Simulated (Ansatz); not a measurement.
The cell comes from COD entry 9009086, which wasn't checked; take it as a given geometry. The listed cell was then made from it by scaling, straining or moving an atom.

TiO₂: DFT, PBE, all-electron LAPW, scalar-relativistic (Ansatz 0.2.0). What sets it apart from a plain run of this crystal: equal xy, yz and zx engineering shear strains of -1 %.

Command: `ansatz run input.yaml --threads 2 --pin off --max-ram 6144MiB --backend cpu --events-out ev --progress --plain --runs-dir out` The run took 6.3 min on 2 threads of Intel(R) Xeon(R) Platinum 8488C (Sapphire Rapids), with other jobs on the host, peak memory 4.9 GiB.

```yaml
crystal:
  lattice:
    - [-1.9257475, 1.8781775, 4.757]
    - [1.8781775, -1.9257475, 4.757]
    - [1.9068225, 1.9068225, -4.775925]
  atoms:
    - { symbol: Ti, position: [0.0, 0.0, 0.0] }
    - { symbol: Ti, position: [0.75, 0.25, 0.5] }
    - { symbol: O, position: [0.2066, 0.2066, 0.0] }
    - { symbol: O, position: [0.9566, 0.4566, 0.5] }
    - { symbol: O, position: [0.5434, 0.0434, 0.5] }
    - { symbol: O, position: [0.7934, 0.7934, 0.0] }
kpoints:
  mp_grid: { grid: [13, 13, 13] }
  band_path:
    path:
      - [0.0, 0.0, 0.0]
      - [-0.5, -0.5, 0.5]
      - [-0.9251471026, -0.0748528974, 0.5]
      - [-0.0748528974, 0.0748528974, -0.5]
      - [0.0, 0.0, -0.5]
      - [0.0, 0.0, 0.0]
      - [-0.5, 0.5, 0.0]
      - [-0.5, 0.0, 0.0]
      - [0.0, 0.0, 0.0]
    npoints: 5
scf:
  occupations: { method: fermi_dirac, width: 0.08 }
hamiltonian:
  xc: pbe
  pseudopotentials: { kind: all_electron, lapw: { basis_error: 0.001 } }
output:
  forces: true
  stress: true
  eigenvalues: true
```

Output (standing set-up lines are left out):

```
LAPW: plane waves up to 10.439 Å⁻¹, error target 1.0e-3 eV per atom; small_component_spin mean_spin; O in spheres of 0.901 Å, 8 of its electrons in bands, Dirac shells []; Ti in spheres of 1.032 Å, 20 of its electrons in bands, Dirac shells []
Crystal: 6 atoms, lattice volume = 68.145 Å³
Basis set: ecut = 415.20887374187265 eV, 1297 PW (Γ), FFT grids on a1+a3, a2+a3, −a1−a2−a3, exchange–correlation at level 2
Symmetry: 4 space group operations
Space group: C2/c (ITA 15), of the structure as read, at distance tolerance 4.1e-5 Å
k-points: 595 of 2197
iter 1 solved again at ethr=2.78e-2 eV; its pass at ethr=1.00e-1 eV (dr2=2.00e1 eV) is discarded
SCF iter   1: F=—  HF=-54678.160959 eV  |F-HF|=—  |Δ(HF+E_count)|=         —  Δρ=1.66e-1  dr2=2.00e1  ethr=2.78e-2  ⟨swp⟩=2.0  Hψ=170026  notcnv=0
preconditioner: auto → Resta (q_TF=auto, 2.753 Å⁻¹)  ε∞=3.3  [insulator: Δε(μ)=6.372 eV  Ē_g=19.791 eV  σ=0.080 eV  W_gap=1.00  n_scr=32 (ndim 8)  ℏωp=29.8 eV  f_vac=0.040  D(μ)=0.00/eV (n_scr^D=0)  ε∞_Penn≈3.3]
SCF iter   2: F=—  HF=-54672.333822 eV  |F-HF|=—  |Δ(HF+E_count)|=    5.83e0  Δρ=1.13e-1  dr2=1.05e1  ethr=2.78e-2  ⟨swp⟩=3.0  Hψ=84138  notcnv=0
preconditioner: auto → Kerker (q_TF=auto, 2.753 Å⁻¹)  [metal: Δε(μ)=0.072 eV  Ē_g=8.684 eV  σ=0.080 eV  W_gap=0.22  n_scr=32 (ndim 8)  ℏωp=25.4 eV  f_vac=0.093  D(μ)=0.31/eV (n_scr^D=0)]
SCF iter   3: F=—  HF=-54669.142391 eV  |F-HF|=—  |Δ(HF+E_count)|=    3.19e0  Δρ=6.02e-2  dr2=2.75e0  ethr=1.46e-2  ⟨swp⟩=3.0  Hψ=80140  notcnv=0
SCF iter   4: F=—  HF=-54668.520577 eV  |F-HF|=—  |Δ(HF+E_count)|=   6.22e-1  Δρ=1.90e-2  dr2=3.15e-1  ethr=3.82e-3  ⟨swp⟩=2.0  Hψ=85092  notcnv=0
SCF iter   5: F=—  HF=-54668.651033 eV  |F-HF|=—  |Δ(HF+E_count)|=         —  Δρ=1.83e-2  dr2=3.12e-1  ethr=4.37e-4  ⟨swp⟩=2.0  Hψ=85085  notcnv=0
the basis was enlarged: its passes take 390.0 KiB over the memory plan, 2 of 2 planned eigensolver slots
SCF iter   6: F=—  HF=-54668.559286 eV  |F-HF|=—  |Δ(HF+E_count)|=   9.17e-2  Δρ=6.60e-3  dr2=4.76e-2  ethr=4.33e-4  ⟨swp⟩=2.0  Hψ=82677  notcnv=0
SCF iter   7: F=—  HF=-54668.553898 eV  |F-HF|=—  |Δ(HF+E_count)|=   5.39e-3  Δρ=2.40e-3  dr2=7.51e-3  ethr=6.61e-5  ⟨swp⟩=2.0  Hψ=80325  notcnv=0
SCF iter   8: F=—  HF=-54668.554422 eV  |F-HF|=—  |Δ(HF+E_count)|=   5.24e-4  Δρ=9.67e-4  dr2=1.03e-3  ethr=1.04e-5  ⟨swp⟩=3.0  Hψ=81756  notcnv=0
SCF iter   9: F=—  HF=-54668.554314 eV  |F-HF|=—  |Δ(HF+E_count)|=   1.08e-4  Δρ=4.36e-4  dr2=1.78e-4  ethr=1.43e-6  ⟨swp⟩=2.1  Hψ=80507  notcnv=0
iter 10 solved again at ethr=3.45e-9 eV; its pass at ethr=2.47e-7 eV (dr2=2.49e-6 eV) is discarded
SCF iter  10: F=—  HF=-54668.554261 eV  |F-HF|=—  |Δ(HF+E_count)|=   5.27e-5  Δρ=5.29e-5  dr2=2.46e-6  ethr=3.45e-9  ⟨swp⟩=2.0  Hψ=133368  notcnv=0
SCF iter  11: F=—  HF=-54668.554251 eV  |F-HF|=—  |Δ(HF+E_count)|=   1.05e-5  Δρ=1.60e-5  dr2=1.89e-7  ethr=3.42e-9  ⟨swp⟩=3.0  Hψ=82989  notcnv=0
SCF iter  12: F=-54668.554251 eV  HF=-54668.554251 eV  |F-HF|=2.24e-8  |Δ(HF+E_count)|=   1.25e-7  Δρ=5.56e-6  dr2=1.92e-8  ethr=2.62e-10  ⟨swp⟩=3.0  Hψ=85330  notcnv=0
SCF 1 converged in 12 iterations: F = -54668.554251 eV  dr2 = 1.92e-8
NSCF: frozen V_eff on 41 k-points
SCF converged after 12 iterations
Free energy (F): -54668.554251 eV
Harris-Foulkes:  -54668.554251 eV  (|F-HF|=2.24e-8)
Internal energy: -54668.554251 eV  (E = F + TS)
E sigma→0 (E₀):  -54668.554251 eV
Entropy (-TS):   -0.000000 eV (-0.000 meV/atom)
Fermi energy:    8.728963 eV
--- Per-component energies (eV) ---
  E_band       = -11676.285325
  E_kinetic    = 55111.438216
  E_xc         = -3227.529567
  E_electrostatic = -106552.462900  (all electrons and nuclei)
  E_smearing   = -0.000000  (= −TS)
  E_closure    = 0.000000  (closes the sum)
  E_atoms      = -54616.856114  (free atoms, spherical and without spin; not in F)
  Σ components = -54668.554251   (vs F -54668.554251, Δ=0.00e0)
  Basis errors (estimates in eV, not in F): energy 4.6e-4 per atom: plane waves 4.1e-4 (2.5e-4 summed), levels above the bands 5.8e-26, relativity 4.1e-8, radial functions 4.4e-5, core shells 3.2e-13; eigenvalues (radial functions only) 1.8e-6; not estimated: angular momenta, meshes, grids; target (lapw.basis_error) 1.0e-3; muffin-tin radii O 0.901 Å, Ti 1.032 Å
--- Forces (eV/Å), atoms counted from 1 ---
  atom   1  Ti     0.03397898    -0.03397898     0.00000000
  atom   2  Ti    -0.03397898     0.03397898     0.00000000
  atom   3  O     -0.01787041     0.08326049     0.33839696
  atom   4  O      0.08326049    -0.01787041     0.33839696
  atom   5  O      0.01787041    -0.08326049    -0.33839696
  atom   6  O     -0.08326049     0.01787041    -0.33839696
  max |Σ_I F_I| component: 2.08e-17 eV/Å
--- Stress (GPa, compression-positive) ---
        4.620152       0.574343       0.986888
        0.574343       4.620152       0.986888
        0.986888       0.986888       8.661748
  P = ⅓ Tr σ = 5.9674 GPa (59.674 kbar)
--- Band table (eV; the first three rows and the last of 595) ---
  k-point 0: bands = ["-523.4497", "-523.4497", "-496.3723", "-496.3723", "-496.3723", "-496.3723", "-430.6772", "-430.6772", "-430.6762", "-430.6762", "-430.6751", "-430.6751", "-48.7410", "-48.6792", "-25.2360", "-24.9847", "-24.9847", "-24.9129", "-24.9101", "-24.8294", "-10.0986", "-9.0539", "-8.9205", "-8.5606", "3.5703", "3.6863", "3.6867", "4.1831", "5.4473", "5.5059", "5.5140", "6.7841", "6.8329", "6.8703", "7.0683", "7.1449", "9.7096", "10.4563", "11.6491", "11.6519", "11.6714", "11.6764", "12.6412", "12.9224"]
  k-point 1: bands = ["-523.4497", "-523.4497", "-496.3723", "-496.3723", "-496.3723", "-496.3723", "-430.6772", "-430.6772", "-430.6762", "-430.6762", "-430.6751", "-430.6751", "-48.7399", "-48.6799", "-25.2352", "-24.9965", "-24.9883", "-24.9190", "-24.9102", "-24.8266", "-10.0415", "-9.0196", "-8.8967", "-8.5452", "3.5601", "3.5615", "3.6234", "4.1833", "5.3886", "5.5236", "5.5844", "6.6788", "6.7111", "6.8215", "6.8430", "7.1620", "9.9779", "10.4973", "11.3618", "11.4998", "11.5747", "11.6377", "12.9871", "13.0673"]
  k-point 2: bands = ["-523.4497", "-523.4497", "-496.3723", "-496.3723", "-496.3723", "-496.3723", "-430.6772", "-430.6772", "-430.6762", "-430.6762", "-430.6751", "-430.6751", "-48.7365", "-48.6818", "-25.2332", "-25.0269", "-24.9982", "-24.9360", "-24.9095", "-24.8221", "-9.8783", "-8.9267", "-8.8288", "-8.5028", "3.2875", "3.4637", "3.5296", "4.2134", "5.1057", "5.5947", "5.6860", "6.1969", "6.3494", "6.3943", "6.8933", "7.2888", "10.5433", "10.5513", "10.9406", "11.3393", "11.3938", "11.6551", "13.2356", "13.6520"]
  k-point 594: bands = ["-523.4497", "-523.4497", "-496.3723", "-496.3723", "-496.3723", "-496.3723", "-430.6772", "-430.6772", "-430.6762", "-430.6762", "-430.6751", "-430.6751", "-48.7106", "-48.7096", "-25.0560", "-25.0394", "-25.0086", "-24.9951", "-24.8875", "-24.8867", "-9.4959", "-9.4620", "-8.8404", "-8.8201", "3.6020", "3.7763", "3.8864", "3.9258", "5.3957", "5.4725", "6.1985", "6.2609", "6.3415", "6.4002", "7.3601", "7.3838", "10.1087", "10.1970", "11.3085", "11.3867", "11.6546", "11.9660", "12.6090", "12.8279"]
```
